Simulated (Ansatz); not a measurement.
# InP: a film clamped to a substrate

Computed with DFT PBE, scalar-relativistic, plane waves, PAW in Ansatz 0.2.0. Settings: plane waves to 420 eV, k-mesh 18×18×18 (Γ-centred), Gaussian smearing 0.15 eV. No spin polarisation. Energies are free energies at this smearing, counted from the undisturbed cell; pressure is positive in compression.

The starting cell (relaxed at this level; this rock-salt form isn't the usual structure):

```yaml
crystal:
  lattice:
    - [0.00000, 2.77016, 2.77016]
    - [2.77016, 0.00000, 2.77016]
    - [2.77016, 2.77016, 0.00000]
  atoms:
    - { symbol: In, position: [0.00000, 0.00000, 0.00000] }
    - { symbol: P, position: [0.50000, 0.50000, 0.50000] }
```

The cell (2 atoms, V0 = 42.52 Å³) is strained by p along both x and y and by q along z, fractional coordinates fixed. τp = (1/V0) ∂E/∂p = (σxx + σyy)(1 + p)(1 + q) and τq = (1/V0) ∂E/∂q = σzz(1 + p)², with tension positive.

```csv
p,q,ΔE (meV/atom),τp (GPa),τq (GPa)
0.000,0.000,0.00,-0.01,-0.01
-0.015,0.000,5.81,-5.98,-1.19
0.015,0.000,5.16,5.05,1.06
0.000,-0.015,2.34,-1.14,-2.41
0.000,0.015,2.03,1.10,1.98
```

Problem. Get the second derivatives of the energy density.

Solution. Central differences give A = ∂τp/∂p = 368 GPa (C11 + C22 + 2 C12), C = ∂τq/∂q = 147 GPa (C33) and the cross term B = ∂τq/∂p = 75 GPa (C13 + C23); ∂τp/∂q = 75 GPa must equal B, and any difference shows higher-order terms. The ions are clamped. In a cubic crystal C11 = C = 147, C12 = B/2 = 37 GPa and A should be 2(C11 + C12) = 368 GPa; the bulk modulus is (C11 + 2 C12)/3 = 74 GPa.

Problem. A film of this crystal grows with z along the normal on a substrate that imposes p. How does its thickness respond, and what does the misfit cost?

Solution. Count p and q from the stress-free cell. A free surface needs τq = 0, so q = −(B/C) p = -0.51 p. The energy density left is (A − B²/C) p²/2 = M p², with the biaxial modulus M = 165 GPa; a misfit of 1 % costs 2.19 meV/atom, against 2.44 meV/atom if the thickness were held.

At p = 0.030 the energies along q are 20.6 (q = -0.030), 17.6 (q = -0.015), 19.5 (q = 0.000), 25.6 (q = 0.015), 35.1 (q = 0.030) meV/atom.

Problem. Does the linear rule hold at this misfit?

Solution. A parabola through the lowest point and its neighbours has its minimum at q = -0.013, 17.6 meV/atom. With the stress left in the starting cell, τp0 and τq0, linear elasticity gives q = −(τq0 + Bp)/C = -0.015 and E = V0(τp0 p + τq0 q + Ap²/2 + Bpq + Cq²/2)/N = 19.6 meV/atom. The energies differ by more than a tenth, so the quadratic law fails here: the gap holds the anharmonic part, with some error from the wide steps. Cubic terms also shift the vertex of so wide a parabola.

In a metal these slopes depend on the k mesh and the smearing.

The crystal is much stiffer along a cube axis (C11 = 147 GPa) than in its coupling between axes (C12 = 37 GPa). In rock salt the In–P contacts lie along the cube axes, so an axial strain changes their lengths directly, while contacts at right angles respond only indirectly. A free surface therefore relieves little of the misfit energy, which falls from 2.44 to 2.19 meV/atom at 1 % misfit.

Compression costs more than equal extension in both strain modes, as expected when short-range repulsion steepens and bonding weakens with distance. The same asymmetry explains why the stretched film lies below the harmonic estimate, and suggests that an equally large compressive misfit would lie above it. Clamping the ions loses nothing here: every atom remains an inversion centre under these strains, so no internal displacement is driven.

The positive moduli show resistance to the axial strains tested, but shear of the cell angles, and hence C44, remains unprobed, so full elastic stability isn't established.
